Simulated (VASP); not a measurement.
The system is TiSe.

```
Ti Se
1.0
     3.40340    0.00000    0.00000
     0.00000    3.40340    0.00000
     0.00000    0.00000    3.40340
Ti Se
1 1
Cartesian
  0.0000 0.0000 0.0000
  1.7017 1.7017 1.7017
```

The cell comes from a database or a generator and needn't be the stable form of this composition.

Base run:

```yaml
Program: VASP 6.6.1
Functional: PBEsol
Potentials_or_basis: VASP PAW PBE potentials, release 64 (Ti_sv, Se)
Cutoff: 520 eV
k_mesh: 6 × 6 × 6
Occupations: gaussian, width 0.05 eV
Spin: collinear spin, ferromagnetic start
Starting_moments: "[1.0, 0.0] μB"
Hubbard_terms: Ti d U = 8 eV
```

Its results: pressure -10.8 GPa.

The run is repeated on the same cell with these changes: further incar settings from ALGO = Normal; EDIFF = 1e-07; NBANDS = 20 to ALGO = Normal; EDIFF = 1e-06; NBANDS = 20; fixed moment from none to 4 μB. What comes out?

Pressure 9.2 GPa; site moments Ti +2.24; Se +0.58 μB.

Caveats: the PAW data sets were made with another functional, which shifts forces and pressure a little; the moment is held away from its start (some runs); the total moment is fixed, so each spin has its own Fermi level (some runs).
